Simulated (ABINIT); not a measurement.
# V (P6_3/mmc) in ABINIT: notebook

One crystal, V, is run at these levels: PBE; tasks: single point.

Everything below comes from runs of ABINIT 10.8.3 (patched build). Logs are shortened: lines on timing, memory, paths and dates and some standing lists are left out, and cuts for length are marked. The log counts tension as positive stress, the text compression.

### Step 1. The structure

It takes space group P6_3/mmc (No. 194, hexagonal). Conventional cell: a = 2.604 Å, b = 2.604 Å, c = 4.723 Å, α = 90.00°, β = 90.00°, γ = 120.00°. V (site symmetry -6m2) has 12 V at 2.60 to 2.80 Å as nearest neighbours.

This isn't the form of V at room conditions, which is bcc.

### Step 2. Single point, PBE, collinear spin, ferromagnetic start

run.abi

```
pp_dirpath "./"
pseudos "V.GGA_PBE-JTH.xml"

acell 4.9214026021 4.9214026019 8.9258114346
rprim
     1.0000000000     0.0000000000     0.0000000000
    -0.5000000000     0.8660254038     0.0000000000
     0.0000000000     0.0000000000     1.0000000000
ntypat 1
znucl 23
natom 2
typat 1 1
xred
     0.3333333333     0.6666666667     0.2500000000
     0.6666666667     0.3333333333     0.7500000000

ecut 15.0
pawecutdg 30.0
pawxcdev 0

kptopt 1
ngkpt 12 12 6
nshiftk 1
shiftk 0.0 0.0 0.0

ixc 11

nband 18
occopt 3
tsmear 0.1 eV

nsppol 2
spinat
     0.0000000000     0.0000000000     2.0000000000
     0.0000000000     0.0000000000     2.0000000000

nstep 100
tolvrs 1.0e-9

iomode 3
prtwf 0
prtden 0
prteig 0
prtebands 0
```

Potentials or basis: JTH PAW PBE v2.0.

On the command line:

```bash
$ abinit run.abi > log 2>&1
```

run.abo:

```text
.Version 10.8.3 of ABINIT
 Symmetries : space group P6_3/m m c (#194); Bravais hP (primitive hexag.)
================================================================================
 Values of the parameters that define the memory need of the present run
     intxc =       0    ionmov =       0      iscf =      17    lmnmax =      18
     lnmax =       6     mgfft =      32  mpssoang =       3    mqgrid =    3001
     natom =       2  nloc_mem =       2    nspden =       2   nspinor =       1
    nsppol =       2      nsym =      24    n1xccc =       1    ntypat =       1
    occopt =       3   xclevel =       2
       mpw =         538          nfft =       10368          nkpt =          76
 PAW method is used; the additional fine FFT grid is defined by:
   mgfftf=        48    nfftf =     34992
================================================================================
================================================================================

--------------------------------------------------------------------------------
------------- Echo of variables that govern the present computation ------------
--------------------------------------------------------------------------------
 -outvars: echo values of preprocessed input variables --------
            acell      4.9214026021E+00  4.9214026019E+00  8.9258114346E+00 Bohr
              amu      5.09415000E+01
             ecut      1.50000000E+01 Hartree
                       outvar_i_n : Printing only first  50 k-points.
              ixc          11
                       outvar_i_n : Printing only first  50 k-points.
         kptrlatt       12    0    0      0   12    0      0    0    6
          kptrlen      5.35548686E+01
            natom           2
            nband          18
            ngfft          18      18      32
          ngfftdg          27      27      48
             nkpt          76
           nspden           2
           nsppol           2
            nstep         100
             nsym          24
           ntypat           1
                       prtocc : prtvol=0, do not print more k-points.
                       1.000000  1.000000  1.000000  1.000000  1.000000  1.000000
                       1.000000  1.000000  1.000000  1.000000  1.000000  1.000000
                       1.000000  0.000000  0.000000  0.000000  0.000000  0.000000
                       1.000000  1.000000  1.000000  1.000000  1.000000  1.000000
                       1.000000  1.000000  1.000000  1.000000  1.000000  1.000000
                       1.000000  0.000000  0.000000  0.000000  0.000000  0.000000
[... 142 lines left out ...]
                       1.000000  1.000000  1.000000  1.000000  1.000000  1.000000
                       1.000000  0.000000  0.000000  0.000000  0.000000  0.000000
                       prtocc : prtvol=0, do not print more k-points.
           occopt           3
        pawecutdg      3.00000000E+01 Hartree
         pawxcdev           0
           prtden           0
        prtebands           0
           prteig           0
            prtwf           0
            rprim      1.0000000000E+00  0.0000000000E+00  0.0000000000E+00
                      -5.0000000000E-01  8.6602540380E-01  0.0000000000E+00
                       0.0000000000E+00  0.0000000000E+00  1.0000000000E+00
          spgroup         194
           spinat      0.0000000000E+00  0.0000000000E+00  2.0000000000E+00
                       0.0000000000E+00  0.0000000000E+00  2.0000000000E+00
           tolvrs      1.00000000E-09
           tsmear      3.67493222E-03 Hartree
            typat      1  1
           useylm           1
                       outvars : Printing only first  50 k-points.
           xangst      3.5278498801E-11  1.5035899002E+00  1.1808339992E+00
                       1.3021470505E+00  7.5179495010E-01  3.5425019976E+00
            xcart      6.6666700867E-11  2.8413731170E+00  2.2314528587E+00
                       2.4607013011E+00  1.4206865585E+00  6.6943585759E+00
             xred      3.3333333333E-01  6.6666666667E-01  2.5000000000E-01
                       6.6666666667E-01  3.3333333333E-01  7.5000000000E-01
            znucl       23.00000

================================================================================

 chkinp: Checking input parameters for consistency.

================================================================================
== DATASET  1 ==================================================================

--- !DatasetInfo
iteration_state: {dtset: 1, }
dimensions: {natom: 2, nkpt: 76, mband: 18, nsppol: 2, nspinor: 1, nspden: 2, mpw: 538, }
cutoff_energies: {ecut:  15.0, pawecutdg:  30.0, }
electrons: {nelect:   2.60000000E+01, charge:   0.00000000E+00, occopt:   3.00000000E+00, tsmear:   3.67493222E-03, }
meta: {optdriver: 0, ionmov: 0, optcell: 0, iscf: 17, paral_kgb: 0, }
...
[... 90 lines left out ...]
force_length_stats: {min:   6.46408448E-29, max:   6.46408448E-29, mean:   6.46408448E-29, }
...

 Integrated electronic and magnetization densities in atomic spheres:
 ------------------------------------------------------------------------------------------------------------
 Radius=ratsph(iatom), smearing ratsm=  0.0000. Diff(up-dn)=approximate z local magnetic moment.
    Atom    Radius    up_density   dn_density  Total(up+dn)  Diff(up-dn)
    1  V   2.21063     5.614731     5.614728     11.229459     0.000004
    2  V   2.21063     5.614731     5.614728     11.229459     0.000004
 ------------------------------------------------------------------------------------------------------------
  Sum:                11.229463    11.229455     22.458918     0.000008
 Total magnetization (from the atomic spheres):                0.000008
 Total magnetization (exact up - dn):                          0.000007

================================================================================

 ----iterations are completed or convergence reached----

 Mean square residual over all n,k,spin=   10.373E-08; max=  90.776E-06
 reduced coordinates (array xred) for    2 atoms
       0.333333333333      0.666666666667      0.250000000000
       0.666666666667      0.333333333333      0.750000000000
 rms dE/dt=  2.5037E-28; max dE/dt=  4.7121E-28; dE/dt below (all hartree)
    1       0.000000000000     -0.000000000000      0.000000000000
    2       0.000000000000     -0.000000000000      0.000000000000

 cartesian coordinates (angstrom) at end:
    1      0.00000000003528     1.50358990019446     1.18083399920084
    2      1.30214705048927     0.75179495009723     3.54250199760253

 cartesian forces (hartree/bohr) at end:
    1     -0.00000000000000    -0.00000000000000    -0.00000000000000
    2      0.00000000000000     0.00000000000000    -0.00000000000000
 frms,max,avg= 3.7320409E-29 4.7873843E-29   0.000E+00  0.000E+00  0.000E+00 h/b

 cartesian forces (eV/Angstrom) at end:
    1     -0.00000000000000    -0.00000000000000    -0.00000000000000
    2      0.00000000000000     0.00000000000000    -0.00000000000000
 frms,max,avg= 1.9190926E-27 2.4617720E-27   0.000E+00  0.000E+00  0.000E+00 e/A
 length scales=  4.921402602100  4.921402601900  8.925811434600 bohr
              =  2.604294100943  2.604294100837  4.723335996803 angstroms
 Fermi (or HOMO) energy (hartree) =   0.37626   Average Vxc (hartree)=  -0.44479
 Magnetization (Bohr magneton)=  6.76620703E-06
 Total spin up =  1.30000034E+01   Total spin down =  1.29999966E+01
 Eigenvalues (hartree) for nkpt=  76  k points, SPIN UP:
 kpt#   1, nband= 18, wtk=  0.00116, kpt=  0.0000  0.0000  0.0000 (reduced coord)
  -1.97662   -1.97270   -1.02458   -1.00134   -0.99634   -0.99634   -0.99425   -0.99425
   0.12397    0.25012    0.35485    0.36734    0.38841    0.38841    0.39989    0.39989
   0.44368    0.44368
      occupation numbers for kpt#   1
   1.00000    1.00000    1.00000    1.00000    1.00000    1.00000    1.00000    1.00000
   1.00000    1.00000    0.99706    0.91884    0.03539    0.03539    0.00161    0.00161
   0.00000    0.00000
 prteigrs : prtvol=0 or 1, do not print more k-points.

 Eigenvalues (hartree) for nkpt=  76  k points, SPIN DOWN:
 kpt#   1, nband= 18, wtk=  0.00116, kpt=  0.0000  0.0000  0.0000 (reduced coord)
  -1.97662   -1.97270   -1.02458   -1.00134   -0.99634   -0.99634   -0.99425   -0.99425
   0.12397    0.25012    0.35485    0.36734    0.38841    0.38841    0.39989    0.39989
   0.44368    0.44368
      occupation numbers for kpt#   1
   1.00000    1.00000    1.00000    1.00000    1.00000    1.00000    1.00000    1.00000
   1.00000    1.00000    0.99706    0.91885    0.03539    0.03539    0.00161    0.00161
   0.00000    0.00000
 prteigrs : prtvol=0 or 1, do not print more k-points.

--- !EnergyTerms
iteration_state     : {dtset: 1, }
comment             : Components of total free energy in Hartree
kinetic             :  1.97822766420431E+01
hartree             :  2.81693736384710E+01
xc                  : -7.64592386139952E+00
Ewald energy        : -1.07315827985006E+02
psp_core            :  6.17700310398893E+00
local_psp           : -8.84977493054696E+01
PAW spherical_terms :  5.20520848810335E+00
internal            : -1.44125639279269E+02
'-kT*entropy'       : -4.16021490317024E-03
total_energy        : -1.44129799494172E+02
total_energy_eV     : -3.92197164359171E+03
...

--- !EnergyTermsDC
iteration_state     : {dtset: 1, }
comment             : '"Double-counting" decomposition of free energy'
band_energy         : -1.69152880253542E+01
Ewald energy        : -1.07315827985006E+02
psp_core            :  6.17700310398893E+00
xc_dc               : -2.62147057780997E+01
PAW spherical_terms :  1.43192463516957E-01
internal            : -1.44125626220954E+02
'-kT*entropy'       : -4.16021490317024E-03
total_energy_dc     : -1.44129786435857E+02
total_energy_dc_eV  : -3.92197128825686E+03
...

--- !EnergyTermsWithPAWCore
iteration_state     : {dtset: 1, }
comment             : 'Components of total free energy, including PAW core contributions'
Total energy        : -1.89860923932239E+03
Total energy DC     : -1.89860922626408E+03
Total energy (eV)   : -5.16637893413897E+04
Total energy DC (eV): -5.16637889860549E+04
...

 Cartesian components of stress tensor (hartree/bohr^3)
  sigma(1 1)= -3.51983176E-05  sigma(3 2)=  0.00000000E+00
  sigma(2 2)= -3.51983161E-05  sigma(3 1)=  0.00000000E+00
  sigma(3 3)=  2.64235176E-05  sigma(2 1)= -7.73285783E-13

-Cartesian components of stress tensor (GPa)         [Pressure=  4.3124E-01 GPa]
- sigma(1 1)= -1.03557026E+00  sigma(3 2)=  0.00000000E+00
- sigma(2 2)= -1.03557021E+00  sigma(3 1)=  0.00000000E+00
- sigma(3 3)=  7.77406727E-01  sigma(2 1)= -2.27508532E-08

== END DATASET(S) ==============================================================
================================================================================

 -outvars: echo values of variables after computation  --------
            acell      4.9214026021E+00  4.9214026019E+00  8.9258114346E+00 Bohr
           etotal     -1.4412978644E+02
            fcart     -4.7873843307E-29 -4.3434248504E-29 -0.0000000000E+00
                       4.7873843307E-29  4.3434248504E-29 -0.0000000000E+00
            rprim      1.0000000000E+00  0.0000000000E+00  0.0000000000E+00
                      -5.0000000000E-01  8.6602540380E-01  0.0000000000E+00
                       0.0000000000E+00  0.0000000000E+00  1.0000000000E+00
           strten     -3.5198317599E-05 -3.5198316104E-05  2.6423517580E-05
                       0.0000000000E+00  0.0000000000E+00 -7.7328578267E-13
           xangst      3.5278498801E-11  1.5035899002E+00  1.1808339992E+00
                       1.3021470505E+00  7.5179495010E-01  3.5425019976E+00
             xred      3.3333333333E-01  6.6666666667E-01  2.5000000000E-01
                       6.6666666667E-01  3.3333333333E-01  7.5000000000E-01
 Calculation completed.
```

Run time: 53 s. Hardware: 1 thread of Arm Neoverse V1, shared host; peak memory 0.14 GiB.

Results:

```yaml
Free_energy: -3921.9713 eV
Pressure: 0.4 GPa
Band_gap_on_the_k_mesh: none (metal or under the smearing width)
Net_moment: 0.00 μB per cell
Valence_electrons_inside_the_program's_atomic_spheres: V 11.23 (radii [1.1698] Å)
```

### Step 3. Single point, PBE, collinear spin, ferromagnetic start

Changes to run.abi since step 2:

```diff
@@ -28,3 +28,3 @@
 nband 18
-occopt 3
+occopt 7
 tsmear 0.1 eV
```

Potentials or basis: JTH PAW PBE v2.0.

On the command line:

```bash
$ abinit run.abi > log 2>&1
```

Wall time 54 s (1 thread of Arm Neoverse V1, shared host); peak memory 0.14 GiB.

Results (log left out):

| Property | Result |
| --- | --- |
| Free energy | -3921.9247 eV |
| Pressure | -0.1 GPa |
| Band gap on the k mesh | none (metal or under the smearing width) |
| Net moment | 0.00 μB per cell |
| Valence electrons inside the program's atomic spheres | V 11.23 (radii [1.1698] Å) |

Stress tensor (GPa, compression positive):
```
 0.30  0.00  0.00
 0.00  0.30  0.00
 0.00  0.00 -0.81
```

Levels at points of the mesh, in eV from the Fermi level:
Spin up:
| k point | band 11 | band 12 | band 13 | band 14 | band 15 | band 16 |
| --- | --- | --- | --- | --- | --- | --- |
| (0.00, 0.00, 0.00) | -0.58 | -0.24 | 0.33 | 0.33 | 0.64 | 0.64 |
| (0.50, 0.00, 0.00) | -2.69 | -0.36 | -0.19 | 0.30 | 0.62 | 2.96 |
| (0.00, 0.00, 0.50) | -1.02 | -1.02 | 0.37 | 0.37 | 0.37 | 0.37 |
| (0.50, 0.00, 0.50) | -1.79 | -1.79 | 1.62 | 1.62 | 1.65 | 1.65 |
Spin down:
| k point | band 11 | band 12 | band 13 | band 14 | band 15 | band 16 |
| --- | --- | --- | --- | --- | --- | --- |
| (0.00, 0.00, 0.00) | -0.58 | -0.24 | 0.33 | 0.33 | 0.64 | 0.64 |
| (0.50, 0.00, 0.00) | -2.69 | -0.36 | -0.19 | 0.30 | 0.62 | 2.96 |
| (0.00, 0.00, 0.50) | -1.02 | -1.02 | 0.37 | 0.37 | 0.37 | 0.37 |
| (0.50, 0.00, 0.50) | -1.79 | -1.79 | 1.62 | 1.62 | 1.65 | 1.65 |

### Step 4. Single point, PBE, collinear spin, ferromagnetic start

Changes to run.abi since step 3:

```diff
@@ -28,3 +28,3 @@
 nband 18
-occopt 7
+occopt 4
 tsmear 0.1 eV
```

On the command line:

```bash
$ abinit run.abi > log 2>&1
```

Wall time 53 s (1 thread of Arm Neoverse V1, shared host); peak memory 0.14 GiB.

It converged, with:

```yaml
Free_energy: -3921.9170 eV
Pressure: -0.2 GPa
Band_gap_on_the_k_mesh: none (metal or under the smearing width)
Net_moment: 0.00 μB per cell
Valence_electrons_inside_the_program's_atomic_spheres: V 11.23 (radii [1.1698] Å)
```

Stress tensor (GPa, compression positive):
```
 0.10  0.00  0.00
 0.00  0.10  0.00
 0.00  0.00 -0.82
```

Levels at points of the mesh, in eV from the Fermi level:
Spin up:
| k point | band 9 | band 10 | band 11 | band 12 | band 13 | band 14 | band 15 | band 16 | band 17 | band 18 |
| --- | --- | --- | --- | --- | --- | --- | --- | --- | --- | --- |
| (0.00, 0.00, 0.00) | -6.86 | -3.42 | -0.58 | -0.24 | 0.34 | 0.34 | 0.65 | 0.65 | 1.84 | 1.84 |
| (0.50, 0.00, 0.00) | -2.92 | -2.84 | -2.69 | -0.35 | -0.18 | 0.30 | 0.63 | 2.96 | 3.52 | 3.63 |
| (0.00, 0.00, 0.50) | -5.09 | -5.09 | -1.02 | -1.02 | 0.38 | 0.38 | 0.38 | 0.38 | 2.51 | 2.51 |
| (0.50, 0.00, 0.50) | -3.23 | -3.23 | -1.78 | -1.78 | 1.62 | 1.62 | 1.66 | 1.66 | 3.58 | 3.58 |
Spin down:
```
           k point  band 11  band 12  band 13  band 14  band 15  band 16
(0.00, 0.00, 0.00)    -0.58    -0.24     0.34     0.34     0.65     0.65
(0.50, 0.00, 0.00)    -2.69    -0.35    -0.18     0.30     0.63     2.96
(0.00, 0.00, 0.50)    -1.02    -1.02     0.38     0.38     0.38     0.38
(0.50, 0.00, 0.50)    -1.78    -1.78     1.62     1.62     1.66     1.66
```

### Step 5. The runs side by side

```csv
smearing,gap on the mesh (eV),pressure (GPa),moment (μB)
fermi-dirac 0.1 eV,none,0.4,0.00
gaussian 0.1 eV,none,-0.1,0.00
cold (ABINIT) 0.1 eV,none,-0.2,0.00
```

Alike in all rows: task single point; level PBE; potentials or basis JTH PAW PBE v2.0; spin collinear, ferromagnetic start; cell as given; k mesh 12 × 12 × 6; cutoff (eV) 408.

Every run on the cell as given and a fine mesh finds a metal.

Total energies depend on the potentials used, so only differences within one code and one set of settings carry meaning.
